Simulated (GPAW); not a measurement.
# TiO2 (P4_2/mnm) in GPAW: further runs

One crystal, TiO2, is run at these levels: PBE, RPBE; tasks: band structure, dielectric tensor.

All numbers are computed with GPAW 26.7.0; they aren't measurements. Logs are shortened: lines on timing, memory, paths and dates and some standing lists are left out, and cuts for length are marked. The log counts tension as positive stress, the text compression.

**What was measured.**

“Shallow Valence Band of Rutile GeO2 and P-type Doping”, 2020, arxiv:2011.08928 quotes, for a bulk crystal of TiO2 at 1.6 K: band gap 3.03 eV (direct).

The runs below are set against these values where they give the same quantity.

### Step 1. The structure

Symmetry: P4_2/mnm, No. 136, tetragonal system. Conventional cell: a = 4.600 Å, b = 4.600 Å, c = 2.959 Å, α = 90.00°, β = 90.00°, γ = 90.00°. Ti (site symmetry mmm) is surrounded by 6 O at 1.95 to 1.98 Å. Around O (site symmetry m2m) lie 3 Ti at 1.95 to 1.98 Å.

The cell is a database's computed one.

### Step 2. Band structure, PBE

run.py reads:

```python
from ase.dft.bandgap import bandgap
from ase.io import read, write
from ase.units import GPa
from gpaw import GPAW, PW, setup_paths

setup_paths.insert(0, '.')

atoms = read('TiO2.xyz')

calc = GPAW(mode=PW(800),
            xc='PBE',
            kpts={'size': (5, 5, 8), 'gamma': True},
            occupations={'name': 'fermi-dirac', 'width': 0.05},
            setups={'O': 'jth', 'Ti': 'jth'},
            nbands=-19,
            convergence={'density': 1e-05, 'energy': 1e-05},
            maxiter=150,
            txt='gpaw.txt')
atoms.calc = calc
energy = atoms.get_potential_energy()
forces = atoms.get_forces()
stress = atoms.get_stress()
calc.write('gs.gpw')
write('result.traj', atoms)
print(f'Energy: {energy:.6f} eV')
print('Forces (eV/A):')
print(forces.round(4))
print('Stress (GPa):', (stress / GPa).round(3))
print('Fermi level:', round(calc.get_fermi_level(), 4), 'eV')
print(f'Gap: {bandgap(calc)[0]:.4f} eV, direct: {bandgap(calc, direct=True)[0]:.4f} eV')

path = atoms.cell.bandpath('GXMGZRAZ,XR,MA', npoints=80, eps=1e-4)
bs_calc = calc.fixed_density(kpts=path, symmetry='off', nbands=-31,
                             convergence={'bands': 'CBM+6.0', 'eigenstates': 1e-6}, txt='bands.txt')
bs = bs_calc.band_structure()
bs.write('bs.json')
print(f'Gap on the path: {bandgap(bs_calc)[0]:.4f} eV')
```

TiO2.xyz reads:

```xyz
6
Lattice="4.5998373239 0.0000000000 0.0000000000 0.0000000000 4.5998373239 0.0000000000 0.0000000000 0.0000000000 2.9592135600" Properties=species:S:1:pos:R:3 pbc="T T T"
Ti     0.0000000000      0.0000000000      1.4796067800
Ti     2.2999186620      2.2999186620      0.0000000000
O      1.3998285662      1.3998285662      1.4796067800
O      0.9000900958      3.6997472281      0.0000000000
O      3.6997472281      0.9000900958      0.0000000000
O      3.2000087577      3.2000087577      1.4796067800
```

Potentials or basis: JTH PAW 2.0, PBE, pw.

Started as:

```console
$ OMP_NUM_THREADS=1 python run.py
```

gpaw.txt:

```text
__  _  _
 | _ |_)|_||  |
 |__||  | ||/\| - 26.7.0

Input parameters:
  mode=PW(ecut=800.0),
  convergence={'density': 1e-05, 'energy': 1e-05},
  kpts=MonkhorstPack(size=(5, 5, 8), gamma=True),
  maxiter=150,
  nbands=-19,
  occupations=Occupations(name='fermi-dirac', width=0.05),
  setups={'O': 'jth', 'Ti': 'jth'},
  xc=XC(name='PBE')

Diagonalizing LCAO Hamiltonian
Converting LCAO to pw mode
    .----------.
   /|          |
  / |          |
 *  |      O   |
 |  .O---------.
 Ti/  O Ti    /
 |/       O  /
 *----------*

Atoms  # Å, Bohr magnetons
|   | symbol |        x |        y |        z |    initial magnetic moments |
|---|--------|----------|----------|----------|-----------------------------|
| 0 |     Ti | 0.000000 | 0.000000 | 1.479607 | ( 0.0000,  0.0000,  0.0000) |
| 1 |     Ti | 2.299919 | 2.299919 | 0.000000 | ( 0.0000,  0.0000,  0.0000) |
| 2 |      O | 1.399829 | 1.399829 | 1.479607 | ( 0.0000,  0.0000,  0.0000) |
| 3 |      O | 0.900090 | 3.699747 | 0.000000 | ( 0.0000,  0.0000,  0.0000) |
| 4 |      O | 3.699747 | 0.900090 | 0.000000 | ( 0.0000,  0.0000,  0.0000) |
| 5 |      O | 3.200009 | 3.200009 | 1.479607 | ( 0.0000,  0.0000,  0.0000) |

Unit cell  # Å
| periodic |        x |        y |        z |  lengths |    angles |
|----------|----------|----------|----------|----------|-----------|
|      yes | 4.599837 | 0.000000 | 0.000000 | 4.599837 | 90.000000 |
|      yes | 0.000000 | 4.599837 | 0.000000 | 4.599837 | 90.000000 |
|      yes | 0.000000 | 0.000000 | 2.959214 | 2.959214 | 90.000000 |

Number of symmetries: 8
Symmetry operations  # r_c * U_cc + t_c -> r_c
|   | kind |            matrix            |
|---|------|------------------------------|
| 0 |  E   |  1, 0, 0,  0, 1, 0,  0, 0, 1 |
| 1 |  σ   |  1, 0, 0,  0, 1, 0,  0, 0,-1 |
| 2 |  σ   |  0, 1, 0,  1, 0, 0,  0, 0, 1 |
| 3 |  C2  |  0, 1, 0,  1, 0, 0,  0, 0,-1 |
| 4 |  σ   |  0,-1, 0, -1, 0, 0,  0, 0, 1 |
| 5 |  C2  |  0,-1, 0, -1, 0, 0,  0, 0,-1 |
| 6 |  C2  | -1, 0, 0,  0,-1, 0,  0, 0, 1 |
| 7 |  i   | -1, 0, 0,  0,-1, 0,  0, 0,-1 |

BZ-sampling:
  Number of BZ points: 200
  Number of IBZ points: 45

  Monkhorst-Pack size: [5, 5, 8]
  Monkhorst-Pack shift: [0.0, 0.0, 0.0625]

K-points  # in reciprocal-cell coordinates
|     |                                coordinates |     weight |
|-----|--------------------------------------------|------------|
|   0 | (  0.00000000,   0.00000000,   0.00000000) | 0.00500000 |
|   1 | (  0.00000000,   0.00000000,   0.12500000) | 0.01000000 |
|   2 | (  0.00000000,   0.00000000,   0.25000000) | 0.01000000 |
|   3 | (  0.00000000,   0.00000000,   0.37500000) | 0.01000000 |
|   4 | (  0.00000000,   0.00000000,   0.50000000) | 0.00500000 |
|   5 | (  0.20000000,  -0.20000000,   0.00000000) | 0.01000000 |
|   6 | (  0.20000000,  -0.20000000,   0.12500000) | 0.02000000 |
|   7 | (  0.20000000,  -0.20000000,   0.25000000) | 0.02000000 |
|   8 | (  0.20000000,  -0.20000000,   0.37500000) | 0.02000000 |
|   9 | (  0.20000000,  -0.20000000,   0.50000000) | 0.01000000 |
| ... |                                            |            |
|  44 | (  0.40000000,   0.40000000,   0.50000000) | 0.01000000 |

Plane wave coefficients: 3249
Cutoff: 800.0 eV

Spin-components: 1 (collinear spins)
Bands:           43
Projectors:      28
Spin-degeneracy: 2
Datatype:        complex128

Parallelization:
  kpt:    1
  domain: 1
  band:   1

Density:
  Valence electrons: 48.0
  Components: 1
  Grid points: [32 32 20]
  Charge: 0.0  # |e|

Potential:
  Grid points: [32 32 20]

species:
  Ti:
    name:    Titanium
    Z:       22.0
    valence: 12
    core:    10
    charge:  0.0  # [|e|]
    compensation charges:
      type: bessel
      rc: 1.06  # [Å]
      lmax: 2
    cutoffs:
      filter: 1.22  # [Å]
      core: 1.02  # [Å]
    projectors
    | kind |    occ | energy [eV] | rcut [Å] |
    |------|--------|-------------|----------|
    |   3s |  2.000 |     -59.323 |    1.221 |
    |   4s |  1.000 |      -3.729 |    1.221 |
    |   3p |  6.000 |     -35.705 |    1.112 |
    |    p |        |      20.409 |    1.112 |
    |   3d |  3.000 |      -1.915 |    1.112 |
    |    d |        |       4.082 |    1.112 |

    Using partial waves for Ti as LCAO basis

  O:
    name:    Oxygen
    Z:       8.0
    valence: 6
    core:    2
    charge:  0.0  # [|e|]
    compensation charges:
      type: sinc
      rc: 0.64  # [Å]
      lmax: 2
    cutoffs:
      filter: 0.75  # [Å]
      core: 0.85  # [Å]
    projectors
    | kind |    occ | energy [eV] | rcut [Å] |
    |------|--------|-------------|----------|
    |   2s |  2.000 |     -23.962 |    0.749 |
    |    s |        |      27.211 |    0.749 |
    |   2p |  4.000 |      -9.031 |    0.749 |
    |    p |        |      27.211 |    0.749 |

    Using partial waves for O as LCAO basis

Reference energy: -54614.747470  # eV

eigensolver:
  PPCG
  Converge bands: occupied
  niter=2

density mixing:
  MSR1-Mixer
  Pratt-step length: 0.05
  Maximum mixing coefficient: 0.75
  Old densities: 10
  SVD Regularization: 0.005
  Good broyden scale: 1.0
  Trust region scale: 1.0
  Backstep threshold: 4.0
  History deletion threshold: 6.0
  Fourier metric: weight=20.0, sigma=0.015

occupation numbers:
  Fermi-Dirac:
    width: 0.0500  # eV

poisson solver:
  ecut: 6400.0  # eV

xc functional:
  name: PBE with 2 nearest neighbor stencil

convergence criteria:
- Maximum integral of absolute [dens]ity change: 1e-05 electrons / valence electron
- Maximum [total energy] change in last 3 cyles: 1e-05 eV / valence electron
- Maximum integral of absolute [eigenst]ate change: 4e-08 eV^2 / valence electron
maximum number of iterations: 150

SCF iterations
|iter     | |      energy | eigst |  dens |
|---------|-|-------------|-------|-------|
|iter:   1| |  -70.590199 | +0.18 |       |
|iter:   2| |  -65.708287 | -1.21 | -0.71 |
|iter:   3| |  -54.937807 | -0.10 | -0.77 |
|iter:   4| |  -53.853645 | -1.12 | -1.17 |
|iter:   5| |  -53.741087 | -1.74 | -1.44 |
|iter:   6| |  -53.568441 | -2.60 | -1.66 |
|iter:   7| |  -53.563352 | -3.76 | -2.41 |
|iter:   8| |  -53.562835 | -4.69 | -2.86 |
|iter:   9| |  -53.562753 | -5.15 | -3.28 |
|iter:  10| |  -53.562742c| -6.66 | -3.63 |
|iter:  11| |  -53.562739c| -7.07 | -3.98 |
|iter:  12| |  -53.562739c| -7.59c| -4.37 |
|iter:  13| |  -53.562739c| -8.39c| -5.21c|

Converged in 13 steps
Energy contributions relative to reference atoms: (reference = -54614.747470)

Energy contributions:
  Kinetic:          67.973919
  Coulomb:         -84.439657
  Zero:              0.048396
  External:          0.000000
  Xc:              -37.145398
  Entropy:          -0.000000
  Spinorbit:         0.000000
  ----------------------------
  Free energy:     -53.562739
  Extrapolated:    -53.562739

dipole moment: (-17.376470, -17.376470, -27.177522)  # |e|*Ang

Fermi level: 5.538
Eigenvalues  # (at kpt = [0.000, 0.000, 0.000])
| band index |      eig [eV] | occ [0-2] |
|------------|---------------|-----------|
|          0 |       -52.228 |     2.000 |
|        ... |               |           |
|         16 |         0.842 |     2.000 |
|         17 |         2.106 |     2.000 |
|         18 |         2.106 |     2.000 |
|         19 |         2.676 |     2.000 |
|         20 |         3.946 |     2.000 |
|         21 |         4.197 |     2.000 |
[... 8 lines left out ...]
|         30 |         9.214 |     0.000 |
|         31 |        11.232 |     0.000 |
|        ... |               |           |
|         42 |        24.058 |     0.000 |

Gap: 1.861 eV
Transition (v -> c):
  (s=0, k=0, n=23, [0.00, 0.00, 0.00]) -> (s=0, k=0, n=24, [0.00, 0.00, 0.00])
No difference between direct/indirect transitions

Forces  # eV/Ang
|        x |        y |       z |
|----------|----------|---------|
|  0.00000 |  0.00000 | 0.00000 |  # Ti   0
|  0.00000 |  0.00000 | 0.00000 |  # Ti   1
| -0.00372 | -0.00372 | 0.00000 |  # O    2
|  0.00371 | -0.00371 | 0.00000 |  # O    3
| -0.00371 |  0.00371 | 0.00000 |  # O    4
|  0.00372 |  0.00372 | 0.00000 |  # O    5

Stress tensor  # eV/Ang^3
|         x |         y |         z |
|-----------|-----------|-----------|
| -0.031429 | -0.000000 |  0.000000 |
| -0.000000 | -0.031429 |  0.000000 |
|  0.000000 |  0.000000 | -0.026784 |

# Writing to gs.gpw (mode='')
```

Run time: 2.8 min. Hardware: 1 thread of Intel Xeon Platinum 8488C (Sapphire Rapids), shared host; peak memory 0.64 GiB.

What came out:

| Item | Value |
| --- | --- |
| Free energy | -53.5627 eV |
| Pressure | 4.8 GPa |
| Largest force | 0.005 eV/Å |
| Band gap on the k mesh | 1.86 eV, direct |
| Band gap along the path | 1.86 eV, direct |

Forces on the atoms (eV/Å):
```
Ti   0.000  0.000  0.000
Ti   0.000  0.000  0.000
O   -0.004 -0.004  0.000
O    0.004 -0.004  0.000
O   -0.004  0.004  0.000
O    0.004  0.004  0.000
```

Levels at the corners of the path, in eV from the valence-band top:
```tsv
point	band 20	band 21	band 22	band 23	band 24	band 25	band 26	band 27	band 28	band 29
Γ	-1.97	-0.70	-0.45	-0.45	0.00	1.86	2.15	2.40	2.49	2.49
X	-3.05	-1.64	-1.64	-0.74	-0.74	2.53	2.53	3.02	3.02	3.56
M	-2.18	-1.30	-1.30	-1.07	-1.07	1.90	1.90	2.52	2.52	3.82
Γ	-1.97	-0.70	-0.45	-0.45	0.00	1.86	2.15	2.40	2.49	2.49
Z	-2.76	-2.36	-2.36	-1.42	-1.42	2.97	2.97	3.18	3.18	3.66
R	-2.36	-2.03	-2.03	-1.03	-1.03	1.91	1.91	3.20	3.20	3.90
A	-2.73	-1.29	-1.29	-0.67	-0.67	2.60	2.60	3.20	3.20	3.22
Z	-2.76	-2.36	-2.36	-1.42	-1.42	2.97	2.97	3.18	3.18	3.66
X	-3.05	-1.64	-1.64	-0.74	-0.74	2.53	2.53	3.02	3.02	3.56
R	-2.36	-2.03	-2.03	-1.03	-1.03	1.91	1.91	3.20	3.20	3.90
M	-2.18	-1.30	-1.30	-1.07	-1.07	1.90	1.90	2.52	2.52	3.82
A	-2.73	-1.29	-1.29	-0.67	-0.67	2.60	2.60	3.20	3.20	3.22
```

Caveat: the program truncates these outside data sets.

[end of part 1 of 3]
